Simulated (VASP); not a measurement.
# Cu (I4/mmm) in VASP: a series of runs

Aim: see how the results for Cu move with the level of theory and the settings. Levels: PBEsol, r2SCAN. Tasks: single point.

All numbers are computed with VASP 6.6.1; they aren't measurements. Logs are shortened: lines on timing, memory, paths and dates and some standing lists are left out, and cuts for length are marked.

### 1 The structure

It takes space group I4/mmm (No. 139, tetragonal). The conventional cell has a = 2.896 Å, b = 2.896 Å, c = 2.722 Å, α = 90.00°, β = 90.00°, γ = 90.00°. Cu (site symmetry 4/mmm) has 10 Cu at 2.46 to 2.72 Å as nearest neighbours.

This isn't the form of Cu at room conditions, which is fcc.

### 2 Single point, PBEsol

File INCAR:

```
PREC = Accurate ; ENCUT = 700
EDIFF = 1E-6 ; ISMEAR = 0
SIGMA = 0.1 ; LREAL = F
LASPH = T ; NELM = 60
ALGO = Fast ; ISIF = 2
LWAVE = F ; LCHARG = F
GGA = PS ; NBANDS = 12
```

File KPOINTS:

```
regular mesh
0
Gamma
  20 20 20
```

File POSCAR:

```
Cu
1.0
   -1.4478500000      1.4478500000      1.3611800000
    1.4478500000     -1.4478500000      1.3611800000
    1.4478500000      1.4478500000     -1.3611800000
Cu
1
Direct
    0.0000000000      0.0000000000      0.0000000000
```

Potentials or basis: VASP PAW PBE potentials, release 64 (Cu).

On the command line:

```
> cat potpaw_PBE.64/Cu/POTCAR > POTCAR
> mpirun -np 1 vasp_std > vasp.out
```

OUTCAR:

```text
PREC = Accurate
   ENCUT = 700
   EDIFF = 1E-6
   ISMEAR = 0
   LREAL = F
   LASPH = T
   NELM = 60
   ISIF = 2
   GGA = PS

 ion  position               nearest neighbor table
   1  0.000  0.000  0.000-

  LATTYP: Found a body centered tetragonal cell.
 ALAT       =     2.8957000000
 C/A-ratio  =     0.9401388265

  Lattice vectors:

 A1 = (  -1.4478500000,   1.4478500000,   1.3611800000)
 A2 = (   1.4478500000,  -1.4478500000,   1.3611800000)
 A3 = (   1.4478500000,   1.4478500000,  -1.3611800000)

Analysis of symmetry for initial positions (statically):
=====================================================================
 Subroutine PRICEL returns:
 Original cell was already a primitive cell.

 Routine SETGRP: Setting up the symmetry group for a
 body centered tetragonal supercell.

 Subroutine GETGRP returns: Found 16 space group operations
 (whereof 16 operations were pure point group operations)
 out of a pool of 16 trial point group operations.

The static configuration has the point symmetry D_4h.

Analysis of symmetry for dynamics (positions and initial velocities):
=====================================================================
 Subroutine PRICEL returns:
 Original cell was already a primitive cell.

 Routine SETGRP: Setting up the symmetry group for a
 body centered tetragonal supercell.

 Subroutine GETGRP returns: Found 16 space group operations
 (whereof 16 operations were pure point group operations)
 out of a pool of 16 trial point group operations.

The dynamic configuration has the point symmetry D_4h.

 Subroutine INISYM returns: Found 16 space group operations
 (whereof 16 operations are pure point group operations),
 and found     1 'primitive' translations

----------------------------------------------------------------------------------------

                                     Primitive cell

  volume of cell :      11.4136

  direct lattice vectors                    reciprocal lattice vectors
    -1.447850000  1.447850000  1.361180000     0.000000000  0.345339642  0.367328347
     1.447850000 -1.447850000  1.361180000     0.345339642  0.000000000  0.367328347
     1.447850000  1.447850000 -1.361180000     0.345339642  0.345339642  0.000000000

  length of vectors
     2.458729395  2.458729395  2.458729395     0.504172176  0.504172176  0.488384005

  position of ions in fractional coordinates (direct lattice)
     0.000000000  0.000000000  0.000000000

  ion indices of the primitive-cell ions
   primitive index   ion index
[... 83 lines left out ...]
   PSTRESS=    0.0 pullay stress
   NELECT =      11.0000    total number of electrons
   NUPDOWN=      -1.0000    fix difference up-down
   EMIN   =  10.00;   EMAX   =-10.00  energy-range for DOS
   EFERMI =   0.00;   METHOD = LEGACY
   ISMEAR =     0;   SIGMA  =   0.10  broadening in eV -4-tet -1-fermi 0-gaus
   EFERMI_NEDOS =   21; number of points for ismear=-14 and -15
   IALGO  =     68    algorithm
   IMIX   =      4    mixing-type and parameters
     AMIX     =   0.40;   BMIX     =  1.00
     AMIX_MAG =   1.60;   BMIX_MAG =  1.00
  volume/ion in A,a.u.               =      11.41        77.02
  Fermi-wavevector in a.u.,A,eV,Ry     =   1.617080  3.055838 35.578522  2.614948
  Thomas-Fermi vector in A             =   2.711563
   LORBIT       =      0    0 simple, 1 ext, 2 COOP (PROOUT), +10 PAW based schemes
   GGA     = PS    functional components
   LHFCALC =     F    Hartree Fock is set to
   AEXX    =    0.0000 exact exchange contribution
   IVDW    =     0    specifies the selected vdW correction
   LEPSILON=     F    determine dielectric tensor
   LRPA    =     F    only Hartree local field effects (RPA)
 non-spin polarized calculation
 RMM-DIIS sequential band-by-band and
 Gauss-broadening in eV      SIGMA  =   0.10
  energy-cutoff  :      700.00
  volume of cell :       11.41
 maximum number of plane-waves:       497
 NGX is ok and might be reduce to    24
   NGX = 11   NGY = 11   NGZ = 11

 number of electron      10.9999998 magnetization

 Free energy of the ion-electron system (eV)
  ---------------------------------------------------
  ext. energy  EPLUGINS =         0.00000000
  ---------------------------------------------------
  free energy    TOTEN  =        -4.26983455 eV

  energy without entropy =       -4.26762680  energy(sigma->0) =       -4.26873068

 E-fermi :   7.8255     XC(G=0): -13.1096

 val. band max:        7.8189593968   @ k =   0.3500   0.1000   0.0500
 cond. band min:       7.8281312518   @ k =  -0.1500  -0.4000   0.1500
 fundamental gap:      0.0091718551
 Fermi energy:         7.8255154310

 k-point     1 :       0.0000    0.0000    0.0000
  band No.  band energies     occupation
      1      -1.8172      2.00000
      2       4.4502      2.00000
      3       4.7110      2.00000
      4       4.7110      2.00000
      5       5.5296      2.00000
      6       5.8073      2.00000
      7      32.5280      0.00000
      8      32.5280      0.00000
      9      34.2231      0.00000
     10      36.6650      0.00000
     11      36.8022      0.00000
     12      36.8155      0.00000
[... 331 lines left out ...]
 k-point    24 :      -0.3500    0.0500    0.0000
  band No.  band energies     occupation
      1       1.7530      2.00000
      2       3.9876      2.00000
      3       4.7227      2.00000
      4       5.6337      2.00000
      5       5.7592      2.00000
      6       5.9884      2.00000
      7      18.4535      0.00000
      8      25.2808      0.00000
      9      26.8879      0.00000
     10      30.4137      0.00000
     11      33.3861      0.00000
     12      40.4772      0.00000

 [... further k-points ...]

------------------------ aborting loop because EDIFF is reached ----------------------------------------

  FORCE on cell =-STRESS in cart. coord.  units (eV):
  Direction    XX          YY          ZZ          XY          YZ          ZX
  --------------------------------------------------------------------------------------
  -------------------------------------------------------------------------------------
  Total        0.0132592      0.0132592      0.0130391      0.0000000      0.0000000     -0.0000000
  in kB        1.8612516      1.8612516      1.8303620      0.0000000      0.0000000     -0.0000000
  external PRESSURE =       1.8509550 kB  Pullay stress =       0.0000000 kB

 VOLUME and BASIS-vectors are now :
 -----------------------------------------------------------------------------
  energy-cutoff  :      700.00
  volume of cell :       11.41
      direct lattice vectors                 reciprocal lattice vectors
    -1.447850000  1.447850000  1.361180000     0.000000000  0.345339642  0.367328347
     1.447850000 -1.447850000  1.361180000     0.345339642  0.000000000  0.367328347
     1.447850000  1.447850000 -1.361180000     0.345339642  0.345339642  0.000000000

 POSITION                                       TOTAL-FORCE (eV/Angst)
 -----------------------------------------------------------------------------------
      0.00000      0.00000      0.00000        -0.000000      0.000000     -0.000000
 -----------------------------------------------------------------------------------
    total drift:                                0.000000      0.000000     -0.000000

  FREE ENERGIE OF THE ION-ELECTRON SYSTEM (eV)
  ---------------------------------------------------
  free  energy   TOTEN  =        -4.2698345513 eV

  energy  without entropy=       -4.2676268046  energy(sigma->0) =       -4.26873068
```

Run time: 62 s. Hardware: 1 thread of Intel Xeon Platinum 8488C (Sapphire Rapids), shared host; peak memory 0.25 GiB.

What came out:

```
Free energy            : -4.2698 eV
Pressure               : 0.2 GPa
Band gap on the k mesh : none (metal or under the smearing width)
```

Levels at points of the mesh, in eV from the Fermi level:
```csv
k point,band 4,band 5,band 6,band 7,band 8,band 9
"(0.00, 0.00, 0.00)",-3.11,-2.30,-2.02,24.70,24.70,26.40
"(0.50, 0.00, 0.00)",-1.91,-1.37,-0.53,4.77,17.25,17.35
"(0.50, 0.50, 0.00)",-2.09,-1.40,-1.02,4.08,18.89,19.22
"(0.50, 0.50, 0.50)",-1.57,-1.51,7.53,7.53,9.96,13.24
```

Caveat: the PAW data sets were made with another functional, which shifts forces and pressure a little.

### 3 Single point, PBEsol

INCAR, as its differences from that of step 2:

```diff
@@ -1,2 +1,2 @@
-PREC = Accurate ; ENCUT = 700
+PREC = Accurate ; ENCUT = 520
 EDIFF = 1E-6 ; ISMEAR = 0
```

File KPOINTS:

```
regular mesh
0
Gamma
  32 32 32
```

POSCAR is that of step 2.

Potentials or basis: VASP PAW PBE potentials, release 64 (Cu).

On the command line:

```
> cat potpaw_PBE.64/Cu/POTCAR > POTCAR
> mpirun -np 1 vasp_std > vasp.out
```

OUTCAR:

```text
PREC = Accurate
   ENCUT = 520
   EDIFF = 1E-6
   ISMEAR = 0
   LREAL = F
   LASPH = T
   NELM = 60
   ISIF = 2
   GGA = PS

 ion  position               nearest neighbor table
   1  0.000  0.000  0.000-

  LATTYP: Found a body centered tetragonal cell.
 ALAT       =     2.8957000000
 C/A-ratio  =     0.9401388265

  Lattice vectors:

 A1 = (  -1.4478500000,   1.4478500000,   1.3611800000)
 A2 = (   1.4478500000,  -1.4478500000,   1.3611800000)
 A3 = (   1.4478500000,   1.4478500000,  -1.3611800000)

Analysis of symmetry for initial positions (statically):
=====================================================================
 Subroutine PRICEL returns:
 Original cell was already a primitive cell.

 Routine SETGRP: Setting up the symmetry group for a
 body centered tetragonal supercell.

 Subroutine GETGRP returns: Found 16 space group operations
 (whereof 16 operations were pure point group operations)
 out of a pool of 16 trial point group operations.

The static configuration has the point symmetry D_4h.

[... 168 lines left out ...]
  band No.  band energies     occupation
      1      -1.8171      2.00000
      2       4.4526      2.00000
      3       4.7136      2.00000
      4       4.7136      2.00000
      5       5.5319      2.00000
      6       5.8092      2.00000
      7      32.5282      0.00000
      8      32.5282      0.00000
      9      34.2228      0.00000
     10      36.6665      0.00000
     11      36.8018      0.00000
     12      36.8286      0.00000
[... 331 lines left out ...]
 k-point    24 :       0.2188    0.0312    0.0000
  band No.  band energies     occupation
      1       0.3081      2.00000
      2       4.2035      2.00000
      3       4.5723      2.00000
      4       5.3715      2.00000
      5       5.5910      2.00000
      6       5.7109      2.00000
      7      22.9117      0.00000
      8      27.9796      0.00000
      9      28.9290      0.00000
     10      30.7584      0.00000
     11      33.1812      0.00000
     12      37.2395      0.00000

 [... further k-points ...]

------------------------ aborting loop because EDIFF is reached ----------------------------------------

  FORCE on cell =-STRESS in cart. coord.  units (eV):
  Direction    XX          YY          ZZ          XY          YZ          ZX
  --------------------------------------------------------------------------------------
  -------------------------------------------------------------------------------------
  Total        0.0034345      0.0034345      0.0135146      0.0000000     -0.0000000      0.0000000
  in kB        0.4821173      0.4821173      1.8971080      0.0000000     -0.0000000      0.0000000
  external PRESSURE =       0.9537808 kB  Pullay stress =       0.0000000 kB

 VOLUME and BASIS-vectors are now :
 -----------------------------------------------------------------------------
  energy-cutoff  :      520.00
  volume of cell :       11.41
      direct lattice vectors                 reciprocal lattice vectors
    -1.447850000  1.447850000  1.361180000     0.000000000  0.345339642  0.367328347
     1.447850000 -1.447850000  1.361180000     0.345339642  0.000000000  0.367328347
     1.447850000  1.447850000 -1.361180000     0.345339642  0.345339642  0.000000000

 POSITION                                       TOTAL-FORCE (eV/Angst)
 -----------------------------------------------------------------------------------
      0.00000      0.00000      0.00000        -0.000000     -0.000000     -0.000000
 -----------------------------------------------------------------------------------
    total drift:                                0.000000      0.000000      0.000000

  FREE ENERGIE OF THE ION-ELECTRON SYSTEM (eV)
  ---------------------------------------------------
  free  energy   TOTEN  =        -4.2714694157 eV

  energy  without entropy=       -4.2696257270  energy(sigma->0) =       -4.27054757
```

OSZICAR:

```text
N       E                     dE             d eps       ncg     rms          rms(c)
DAV:   1     0.416620428945E+02    0.41662E+02   -0.53964E+03 64108   0.155E+03
DAV:   2    -0.403498096693E+01   -0.45697E+02   -0.42136E+02 59324   0.205E+02
DAV:   3    -0.535051367384E+01   -0.13155E+01   -0.13073E+01 66320   0.397E+01
DAV:   4    -0.535832509494E+01   -0.78114E-02   -0.78099E-02 64644   0.271E+00
DAV:   5    -0.535839612302E+01   -0.71028E-04   -0.71027E-04 66656   0.263E-01    0.831E+00
RMM:   6    -0.465271333148E+01    0.70568E+00   -0.35045E+00 72016   0.347E+01    0.457E+00
RMM:   7    -0.428877538550E+01    0.36394E+00   -0.48587E-01 71338   0.125E+01    0.109E+00
RMM:   8    -0.427371816782E+01    0.15057E-01   -0.16660E-02 73837   0.130E+00    0.356E-01
RMM:   9    -0.427139559539E+01    0.23226E-02   -0.43002E-03 74373   0.124E+00    0.217E-02
RMM:  10    -0.427145985868E+01   -0.64263E-04   -0.50997E-04 75403   0.303E-01    0.106E-02
RMM:  11    -0.427146775006E+01   -0.78914E-05   -0.82838E-05 79084   0.117E-01    0.108E-02
RMM:  12    -0.427146908204E+01   -0.13320E-05   -0.16073E-05 77945   0.485E-02    0.346E-03
RMM:  13    -0.427146941573E+01   -0.33369E-06   -0.28667E-06 57331   0.176E-02
   1 F= -.42714694E+01 E0= -.42705476E+01  d E =-.184369E-02
```

Run time: 2.8 min. Hardware: 1 thread of Intel Xeon Platinum 8488C (Sapphire Rapids), shared host; peak memory 0.41 GiB.

What came out:

| Item | Value |
| --- | --- |
| Free energy | -4.2715 eV |
| Pressure | 0.1 GPa |
| Band gap on the k mesh | none (metal or under the smearing width) |

Caveat: the PAW data sets were made with another functional, which shifts forces and pressure a little.

### 4 Single point, PBEsol

INCAR, as its differences from that of step 3:

```diff
@@ -2,3 +2,3 @@
 EDIFF = 1E-6 ; ISMEAR = 0
-SIGMA = 0.1 ; LREAL = F
+SIGMA = 0.5 ; LREAL = F
 LASPH = T ; NELM = 60
```

File KPOINTS:

```
regular mesh
0
Gamma
  20 20 20
```

POSCAR is that of step 3.

On the command line:

```
> cat potpaw_PBE.64/Cu/POTCAR > POTCAR
> mpirun -np 1 vasp_std > vasp.out
```

Run time: 45 s. Hardware: 1 thread of Intel Xeon Platinum 8488C (Sapphire Rapids), shared host; peak memory 0.19 GiB.

Results (log left out):

* Free energy: -4.2902 eV
* Pressure: 0.1 GPa
* Band gap on the k mesh: none (metal or under the smearing width)

Levels at points of the mesh, in eV from the Fermi level:
| k point | band 3 | band 4 | band 5 | band 6 | band 7 | band 8 | band 9 | band 10 |
| --- | --- | --- | --- | --- | --- | --- | --- | --- |
| (0.00, 0.00, 0.00) | -3.12 | -3.12 | -2.30 | -2.02 | 24.70 | 24.70 | 26.40 | 28.84 |
| (0.50, 0.00, 0.00) | -2.17 | -1.91 | -1.37 | -0.53 | 4.77 | 17.25 | 17.35 | 21.28 |
| (0.50, 0.50, 0.00) | -2.38 | -2.09 | -1.40 | -1.01 | 4.08 | 18.89 | 19.22 | 22.81 |
| (0.50, 0.50, 0.50) | -1.57 | -1.57 | -1.51 | 7.54 | 7.54 | 9.96 | 13.24 | 13.96 |

Caveat: the PAW data sets were made with another functional, which shifts forces and pressure a little.

### 5 Single point, PBEsol

File INCAR:

```
PREC = Accurate ; ENCUT = 900
EDIFF = 1E-6 ; ISMEAR = 0
SIGMA = 0.1 ; LREAL = F
LASPH = T ; NELM = 60
ALGO = Fast ; ISIF = 2
LWAVE = F ; LCHARG = F
GGA = PS ; NBANDS = 12
```

KPOINTS is that of step 4.

POSCAR is that of step 4.

On the command line:

```
> cat potpaw_PBE.64/Cu/POTCAR > POTCAR
> mpirun -np 1 vasp_std > vasp.out
```

It took 67 s on 1 thread of Intel Xeon Platinum 8488C (Sapphire Rapids), shared host; peak memory 0.3 GiB.

The run converged. Its results:

```yaml
Free_energy: -4.2702 eV
Pressure: 0.3 GPa
Band_gap_on_the_k_mesh: none (metal or under the smearing width)
```

Levels at points of the mesh, in eV from the Fermi level:
```csv
k point,band 3,band 4,band 5,band 6,band 7,band 8,band 9,band 10
"(0.00, 0.00, 0.00)",-3.11,-3.11,-2.30,-2.02,24.70,24.70,26.40,28.84
"(0.50, 0.00, 0.00)",-2.17,-1.91,-1.37,-0.53,4.77,17.25,17.35,21.28
"(0.50, 0.50, 0.00)",-2.38,-2.09,-1.40,-1.02,4.08,18.89,19.22,22.81
"(0.50, 0.50, 0.50)",-1.57,-1.57,-1.51,7.53,7.53,9.96,13.24,13.96
```

Caveat: the PAW data sets were made with another functional, which shifts forces and pressure a little.

### 6 Single point, r2SCAN

File INCAR:

```
PREC = Accurate ; ENCUT = 520
EDIFF = 1E-6 ; ISMEAR = 0
SIGMA = 0.1 ; LREAL = F
LASPH = T ; NELM = 60
ALGO = Normal ; ISIF = 2
LWAVE = F ; LCHARG = F
METAGGA = R2SCAN ; LMIXTAU = T
NBANDS = 12
```

KPOINTS is that of step 5.

POSCAR is that of step 5.

Potentials or basis: VASP PAW PBE potentials, release 64 (Cu).

On the command line:

```
> cat potpaw_PBE.64/Cu/POTCAR > POTCAR
> mpirun -np 1 vasp_std > vasp.out
```

It took 3 min on 1 thread of Intel Xeon Platinum 8488C (Sapphire Rapids), shared host; peak memory 0.19 GiB.

Results (log left out):

```yaml
Free_energy: -10.7892 eV
Pressure: 2.0 GPa
Band_gap_on_the_k_mesh: none (metal or under the smearing width)
```

Levels at points of the mesh, in eV from the Fermi level:
```csv
k point,band 2,band 3,band 4,band 5,band 6,band 7,band 8,band 9,band 10,band 11
"(0.00, 0.00, 0.00)",-3.49,-3.23,-3.23,-2.42,-2.15,25.70,25.70,27.48,30.05,30.18
"(0.50, 0.00, 0.00)",-4.20,-2.30,-2.02,-1.46,-0.51,5.04,18.05,18.32,22.07,25.39
"(0.50, 0.50, 0.00)",-3.87,-2.49,-2.22,-1.50,-1.02,4.32,19.71,20.27,23.70,26.86
"(0.50, 0.50, 0.50)",-4.99,-1.67,-1.67,-1.60,8.01,8.01,10.55,13.60,14.43,17.95
```

Caveat: the PAW data sets were made with another functional, which shifts forces and pressure a little.

### 7 The runs side by side

```csv
level,k mesh,cutoff (eV),smearing,gap on the mesh (eV),pressure (GPa)
PBEsol,20 × 20 × 20,700,gaussian 0.1 eV,none,0.2
PBEsol,32 × 32 × 32,520,gaussian 0.1 eV,none,0.1
PBEsol,20 × 20 × 20,520,gaussian 0.5 eV,none,0.1
PBEsol,20 × 20 × 20,900,gaussian 0.1 eV,none,0.3
r2SCAN,20 × 20 × 20,520,gaussian 0.1 eV,none,2.0
```

Alike in all rows: task single point; potentials or basis VASP PAW PBE potentials, release 64 (Cu); no spin polarisation; cell as given.

Every run on the cell as given and a fine mesh finds a metal. The pressure there spans 0.1 GPa (PBEsol) to 2.0 GPa (r2SCAN); a positive pressure means that this level wants a larger cell, a negative one a smaller.

Caveats: the PAW data sets were made with another functional, which shifts forces and pressure a little.

Absolute energies hang on the potentials; compare differences alone.
